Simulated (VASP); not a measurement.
# Fe (P6_3/mmc) in VASP: a series of runs

The runs below take Fe through single point, relaxation of cell and atoms, with PBE, PBEsol.

Program: VASP 6.6.1. These are calculated values, not measurements. Logs are shortened: lines on timing, memory, paths and dates and some standing lists are left out, and cuts for length are marked.

### 1 The crystal as given

Symmetry: P6_3/mmc, No. 194, hexagonal system. The conventional cell has a = 2.434 Å, b = 2.434 Å, c = 3.842 Å, α = 90.00°, β = 90.00°, γ = 120.00°. Fe (site symmetry -6m2) is surrounded by 12 Fe at 2.38 to 2.43 Å.

This isn't the form of Fe at room conditions, which is bcc.

### 2 Single point, PBE, collinear spin, ferromagnetic start

Contents of INCAR:

```
ALGO = Normal
EDIFF = 1E-6
ENCUT = 520
GGA = PE
ISIF = 2
ISMEAR = -1
ISPIN = 2
LASPH = T
LCHARG = T
LELF = T
LMAXMIX = 4
LORBIT = 11
LREAL = F
LVHAR = T
LWAVE = F
MAGMOM = 4.5 4.5
NBANDS = 19
NELM = 120
PREC = Accurate
SIGMA = 0.05
```

Contents of KPOINTS:

```
k-points
0
Gamma
  12 12 7
```

Contents of POSCAR:

```
Fe
1.0
    2.4341575853      0.0000000000      0.0000000000
   -1.2170787927      2.1080423057      0.0000000000
    0.0000000000      0.0000000000      3.8419344700
Fe
2
Direct
    0.6666666667      0.3333333333      0.7500000000
    0.3333333333      0.6666666667      0.2500000000
```

Potentials or basis: VASP PAW PBE potentials, release 64 (Fe).

On the command line:

```console
cat potpaw_PBE.64/Fe/POTCAR > POTCAR
mpirun -np 1 vasp_std > vasp.out
```

OUTCAR:

```text
EDIFF = 1E-6
   ENCUT = 520
   GGA = PE
   ISIF = 2
   ISMEAR = -1
   ISPIN = 2
   LASPH = T
   LORBIT = 11
   LREAL = F
   NELM = 120
   PREC = Accurate

 ion  position               nearest neighbor table
   1  0.667  0.333  0.750-   2 2.38   2 2.38   2 2.38   2 2.38   2 2.38   2 2.38
   2  0.333  0.667  0.250-   1 2.38   1 2.38   1 2.38   1 2.38   1 2.38   1 2.38

  LATTYP: Found a hexagonal cell.
 ALAT       =     2.4341575853
 C/A-ratio  =     1.5783425417

  Lattice vectors:

 A1 = (   2.4341575853,   0.0000000000,   0.0000000000)
 A2 = (  -1.2170787927,   2.1080423057,   0.0000000000)
 A3 = (   0.0000000000,   0.0000000000,   3.8419344700)

Analysis of symmetry for initial positions (statically):
=====================================================================
 Subroutine PRICEL returns:
 Original cell was already a primitive cell.

 Routine SETGRP: Setting up the symmetry group for a
 hexagonal supercell.

 Subroutine GETGRP returns: Found 24 space group operations
 (whereof 12 operations were pure point group operations)
 out of a pool of 24 trial point group operations.

The static configuration has the point symmetry D_3d.
 The point group associated with its full space group is D_6h.

Analysis of symmetry for dynamics (positions and initial velocities):
=====================================================================
 Subroutine PRICEL returns:
 Original cell was already a primitive cell.

 Routine SETGRP: Setting up the symmetry group for a
 hexagonal supercell.

 Subroutine GETGRP returns: Found 24 space group operations
 (whereof 12 operations were pure point group operations)
 out of a pool of 24 trial point group operations.

The dynamic configuration has the point symmetry D_3d.
 The point group associated with its full space group is D_6h.

Analysis of structural, dynamic, and magnetic symmetry:
=====================================================================
 Subroutine PRICEL returns:
 Original cell was already a primitive cell.

 Routine SETGRP: Setting up the symmetry group for a
 hexagonal supercell.

 Subroutine GETGRP returns: Found 24 space group operations
 (whereof 12 operations were pure point group operations)
 out of a pool of 24 trial point group operations.

The overall configuration has the point symmetry D_3d.
 The point group associated with its full space group is D_6h.

 Subroutine INISYM returns: Found 24 space group operations
 (whereof 12 operations are pure point group operations),
 and found     1 'primitive' translations

----------------------------------------------------------------------------------------

                                     Primitive cell

  volume of cell :      19.7141

  direct lattice vectors                    reciprocal lattice vectors
     2.434157585  0.000000000  0.000000000     0.410819746  0.237186891  0.000000000
    -1.217078793  2.108042306  0.000000000     0.000000000  0.474373781  0.000000000
     0.000000000  0.000000000  3.841934470     0.000000000  0.000000000  0.260285543

  length of vectors
     2.434157585  2.434157585  3.841934470     0.474373781  0.474373781  0.260285543

  position of ions in fractional coordinates (direct lattice)
     0.666666667  0.333333333  0.750000000
     0.333333333  0.666666667  0.250000000

  ion indices of the primitive-cell ions
   primitive index   ion index
                 1           1
                 2           2

----------------------------------------------------------------------------------------

 KPOINTS: k-points

Automatic generation of k-mesh.
 Grid dimensions read from file:
 generate k-points for:   12   12    7

 Generating k-lattice:

  Cartesian coordinates                     Fractional coordinates (reciprocal lattice)
     0.034234979  0.019765574  0.000000000     0.083333333 -0.000000000  0.000000000
     0.000000000  0.039531148  0.000000000     0.000000000  0.083333333  0.000000000
     0.000000000  0.000000000  0.037183649     0.000000000  0.000000000  0.142857143

  Length of vectors
     0.039531148  0.039531148  0.037183649

  Shift w.r.t. Gamma in fractional coordinates (k-lattice)
     0.000000000  0.000000000  0.000000000

 Subroutine IBZKPT returns following result:
 ===========================================

 Found     76 irreducible k-points:

 Following reciprocal coordinates:
            Coordinates               Weight
  0.000000  0.000000  0.000000      1.000000
  0.083333  0.000000  0.000000      6.000000
  0.166667  0.000000  0.000000      6.000000
  0.250000  0.000000  0.000000      6.000000
  0.333333  0.000000  0.000000      6.000000
  0.416667  0.000000  0.000000      6.000000
[... 16 lines left out ...]
  0.250000  0.000000  0.142857     12.000000
  0.333333  0.000000  0.142857     12.000000
 [... further k-points ...]
   k-points           NKPTS =     76   k-points in BZ     NKDIM =     76   number of bands    NBANDS=     19
   number of dos      NEDOS =    301   number of ions     NIONS =      2
   total plane-waves  NPLWV =   9720
   dimension x,y,z NGX =    18 NGY =   18 NGZ =   30
   dimension x,y,z NGXF=    36 NGYF=   36 NGZF=   60
   ions per type =               2
   NGX,Y,Z   is equivalent  to a cutoff of  12.29, 12.29, 12.98 a.u.
   NGXF,Y,Z  is equivalent  to a cutoff of  24.59, 24.59, 25.96 a.u.
 SYSTEM =  unknown system
   PREC   = accura    normal or accurate (medium, high low for compatibility)
   ISTART =      0    job   : 0-new  1-cont  2-samecut
   ICHARG =      2    charge: 1-file 2-atom 10-const
   ISPIN  =      2    spin polarized calculation?
   LNONCOLLINEAR =      F non collinear calculations
   LSORBIT =      F    spin-orbit coupling
   LASPH  =      T    aspherical Exc in radial PAW
   ENCUT  =  520.0 eV  38.22 Ry    6.18 a.u.   4.53  4.53  7.14*2*pi/ulx,y,z
   NELM   =    120;   NELMIN=  2; NELMDL= -5     # of ELM steps
   EDIFF  = 0.1E-05   stopping-criterion for ELM
   LREAL  =      F    real-space projection
   EDIFFG = 0.1E-04   stopping-criterion for IOM
   NSW    =      0    number of steps for IOM
   IBRION =     -1    ionic relax: 0-MD 1-quasi-New 2-CG
   NFREE  =      0    steps in history (QN), initial steepest desc. (CG)
   ISIF   =      2    stress and relaxation
   ISYM   =      2    0-nonsym 1-usesym 2-fastsym
   POTIM  = 0.5000    time-step for ionic-motion
   TEBEG  =    0.0;   TEEND  =   0.0 temperature during run
   PSTRESS=    0.0 pullay stress
   NELECT =      16.0000    total number of electrons
   NUPDOWN=      -1.0000    fix difference up-down
   EMIN   =  10.00;   EMAX   =-10.00  energy-range for DOS
   EFERMI =   0.00;   METHOD = LEGACY
   ISMEAR =    -1;   SIGMA  =   0.05  broadening in eV -4-tet -1-fermi 0-gaus
   EFERMI_NEDOS =   21; number of points for ismear=-14 and -15
   IALGO  =     38    algorithm
   IMIX   =      4    mixing-type and parameters
     AMIX     =   0.40;   BMIX     =  1.00
     AMIX_MAG =   1.60;   BMIX_MAG =  1.00
  volume/ion in A,a.u.               =       9.86        66.52
  Fermi-wavevector in a.u.,A,eV,Ry     =   1.527058  2.885721 31.727505  2.331906
  Thomas-Fermi vector in A             =   2.635006
   LORBIT       =     11    0 simple, 1 ext, 2 COOP (PROOUT), +10 PAW based schemes
   GGA     = PE    functional components
   LHFCALC =     F    Hartree Fock is set to
   AEXX    =    0.0000 exact exchange contribution
   IVDW    =     0    specifies the selected vdW correction
   LEPSILON=     F    determine dielectric tensor
   LRPA    =     F    only Hartree local field effects (RPA)
 spin polarized calculation
  energy-cutoff  :      520.00
  volume of cell :       19.71
 maximum number of plane-waves:       549
   NGX =  9   NGY =  9   NGZ = 15

 number of electron      16.0000009 magnetization      -0.0003560

 number of electron      16.0000009 magnetization       0.0001148

 Free energy of the ion-electron system (eV)
  ---------------------------------------------------
  ext. energy  EPLUGINS =         0.00000000
  ---------------------------------------------------
  free energy    TOTEN  =       -16.30178217 eV

  energy without entropy =      -16.28233082  energy(sigma->0) =      -16.29205649

 E-fermi :   7.3177     XC(G=0): -13.9866

 val. band max:        7.2960600172   @ k =   0.3333   0.3333   0.2857
 cond. band min:       7.3189803681   @ k =   0.3333   0.2500   0.2857
 fundamental gap:      0.0229203510
 Fermi energy:         7.3176977964

 spin component 1

 k-point     1 :       0.0000    0.0000    0.0000
  band No.  band energies     occupation
      1      -1.8175      1.00000
      2       2.1614      1.00000
      3       5.5609      1.00000
      4       5.5609      1.00000
      5       5.7107      1.00000
      6       6.0540      1.00000
[... 11 lines left out ...]
     18      34.1736      0.00000
     19      34.9572      0.00000
[... 485 lines left out ...]
 k-point    24 :       0.3333    0.0000    0.1429
  band No.  band energies     occupation
      1       1.6047      1.00000
      2       3.0690      1.00000
      3       3.5526      1.00000
      4       4.4915      1.00000
      5       5.5772      1.00000
      6       5.6433      1.00000
[... 11 lines left out ...]
     18      31.5850      0.00000
     19      33.2785      0.00000

 [... further k-points ...]

 spin component 2

 k-point     1 :       0.0000    0.0000    0.0000
  band No.  band energies     occupation
      1      -1.8175      1.00000
      2       2.1615      1.00000
      3       5.5609      1.00000
      4       5.5609      1.00000
      5       5.7108      1.00000
      6       6.0541      1.00000
[... 11 lines left out ...]
     18      34.1735      0.00000
     19      34.9572      0.00000
[... 485 lines left out ...]
 k-point    24 :       0.3333    0.0000    0.1429
  band No.  band energies     occupation
      1       1.6047      1.00000
      2       3.0691      1.00000
      3       3.5527      1.00000
      4       4.4915      1.00000
      5       5.5773      1.00000
      6       5.6434      1.00000
[... 11 lines left out ...]
     18      31.5850      0.00000
     19      33.2786      0.00000

 [... further k-points ...]

------------------------ aborting loop because EDIFF is reached ----------------------------------------

  FORCE on cell =-STRESS in cart. coord.  units (eV):
  Direction    XX          YY          ZZ          XY          YZ          ZX
  --------------------------------------------------------------------------------------
  -------------------------------------------------------------------------------------
  Total        1.1210683      1.1210683      1.3694073     -0.0000000      0.0000000      0.0000000
  in kB       91.1097144     91.1097144    111.2923347     -0.0000000      0.0000000      0.0000000
  external PRESSURE =      97.8372545 kB  Pullay stress =       0.0000000 kB

 VOLUME and BASIS-vectors are now :
 -----------------------------------------------------------------------------
  energy-cutoff  :      520.00
  volume of cell :       19.71
      direct lattice vectors                 reciprocal lattice vectors
     2.434157585  0.000000000  0.000000000     0.410819746  0.237186891  0.000000000
    -1.217078793  2.108042306  0.000000000     0.000000000  0.474373781  0.000000000
     0.000000000  0.000000000  3.841934470     0.000000000  0.000000000  0.260285543

 POSITION                                       TOTAL-FORCE (eV/Angst)
 -----------------------------------------------------------------------------------
      1.21708      0.70268      2.88145         0.000000     -0.000000      0.000000
     -0.00000      1.40536      0.96048        -0.000000      0.000000      0.000000
 -----------------------------------------------------------------------------------
    total drift:                                0.000000     -0.000000     -0.000000

  FREE ENERGIE OF THE ION-ELECTRON SYSTEM (eV)
  ---------------------------------------------------
  free  energy   TOTEN  =       -16.3017821655 eV

  energy  without entropy=      -16.2823308160  energy(sigma->0) =      -16.29205649

 total charge

# of ion       s       p       d       tot
------------------------------------------
    1        0.553   0.670   6.376   7.599
    2        0.553   0.670   6.376   7.599
--------------------------------------------------
tot          1.106   1.341  12.752  15.199

 magnetization (x)

# of ion       s       p       d       tot
------------------------------------------
    1       -0.000  -0.000   0.000   0.000
    2       -0.000  -0.000   0.000   0.000
--------------------------------------------------
tot         -0.000  -0.000   0.000   0.000
```

It took 36 s on 1 thread of Intel Xeon 6975P-C (Granite Rapids), shared host; peak memory 0.16 GiB.

Results:

```
Free energy                                           : -16.3018 eV
Pressure                                              : 9.8 GPa
Band gap on the k mesh                                : none (metal or under the smearing width)
Net moment                                            : 0.00 μB per cell
Valence electrons inside the program's atomic spheres : Fe 7.60
```

Levels at points of the mesh, in eV from the Fermi level:
Spin up:
| k point | band 5 | band 6 | band 7 | band 8 | band 9 | band 10 | band 11 | band 12 |
| --- | --- | --- | --- | --- | --- | --- | --- | --- |
| (0.00, 0.00, 0.00) | -1.61 | -1.26 | -1.26 | -0.91 | -0.91 | 0.55 | 0.72 | 0.72 |
| (0.50, 0.00, 0.00) | -2.08 | -1.61 | -1.13 | 0.83 | 1.07 | 1.11 | 2.77 | 4.99 |
Spin down:
```csv
k point,band 6,band 7,band 8,band 9,band 10,band 11
"(0.00, 0.00, 0.00)",-1.26,-1.26,-0.91,-0.91,0.55,0.72
"(0.50, 0.00, 0.00)",-1.61,-1.13,0.83,1.07,1.11,2.77
```

Caveat: the starting moments collapsed, and a magnetic state may lie lower.

[end of part 1 of 2]
